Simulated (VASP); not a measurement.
The system is Ti.

```
CELL_PARAMETERS angstrom
0.00000 2.03000 2.03000
2.03000 0.00000 2.03000
2.03000 2.03000 0.00000
ATOMIC_POSITIONS crystal
Ti 0.00000 0.00000 0.00000
```

This isn't the form of Ti at room conditions, which is hcp.

| Property | Result |
| --- | --- |
| Program | VASP 6.6.1 |
| Task | relaxation of cell and atoms |
| Functional | PBE |
| Potentials or basis | VASP PAW PBE potentials, release 64 (Ti_sv) |
| Cutoff | 520 eV |
| k mesh | 18 × 18 × 18 |
| Occupations | gaussian, width 0.1 eV |
| Spin | no spin polarisation |

At the start: pressure 4.1 GPa; volume 16.73 Å³/atom.

Q: How do energy, volume and symmetry change on relaxing?

A: Over 3 steps the energy falls by 7.5 meV/atom and the volume is 17.34 Å³/atom (+3.6 %); space group Fm-3m (No. 225, to 0.05 Å).

Step by step:
| step | energy change (eV) | largest force (eV/Å) | pressure (GPa) | volume (Å³) |
| --- | --- | --- | --- | --- |
| 1 | 0.0000 | 0.0000 | 4.06 | 16.73 |
| 2 | -0.0038 | 0.0000 | -2.61 | 17.78 |
| 3 | -0.0075 | 0.0000 | -0.03 | 17.34 |

Final structure:
```
Ti
1.0
     0.00000    2.05420    2.05420
     2.05420    0.00000    2.05420
     2.05420    2.05420    0.00000
Ti
1
Direct
  0.00000 0.00000 0.00000
```
